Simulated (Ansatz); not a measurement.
Given:

BaSnO3 (cubic perovskite)

```
BaSnO3
1.0
    4.17608     0.00000     0.00000
    0.00000     4.17608     0.00000
    0.00000     0.00000     4.17608
Ba Sn O
1 1 3
Direct
  0.00000   0.00000   0.00000
  0.50000   0.50000   0.50000
  0.00000   0.50000   0.50000
  0.50000   0.50000   0.00000
  0.50000   0.00000   0.50000
```

Scan: atom 2 (Sn, nearest neighbour O at 2.088 Å; its periodic images, 4.2 Å or more away, move with it) is displaced along Cartesian z, direction (0.000, 0.000, 1.000) in Cartesian axes, by s. The other atoms stay.

The numbers are results of PBE (plane waves to 420 eV, PAW, scalar-relativistic; Ansatz, a quantum-chemistry and plane-wave program), not measurements. k mesh 7×7×7 (Γ-centred), Fermi-Dirac smearing 0.05 eV. The energy includes the smearing's −TS. Left out: 2 of 11 points, with atoms too close for the PAW data. BaSnO3 was relaxed with its symmetry unable to fall. ΔE is measured from the undisplaced structure.

The scan covers s from -0.504 to 0.504 Å in 9 points.

Question: Is this a single well or a double well?

Answer: A single well with its minimum at or next to zero displacement.

Question: Is the energy the same for equal positive and negative displacements?

Answer: Even: the same for both signs. With its periodic images moving along, the atom's site symmetry in this cell is m-3m.

Question: What force acts on the atom along the line at s = -0.504 Å?

Answer: 23.3 eV/Å.

Question: What is the energy change at s = 0.504 Å?

Answer: 3763 meV/cell.

Question: What is the force constant k = d²E/ds² of this move at s = 0?

Answer: 14.8 eV/Å².

(For displaced atoms, the force is minus the slope of the energy, and its curvature is a force constant, which sets phonon frequencies.)
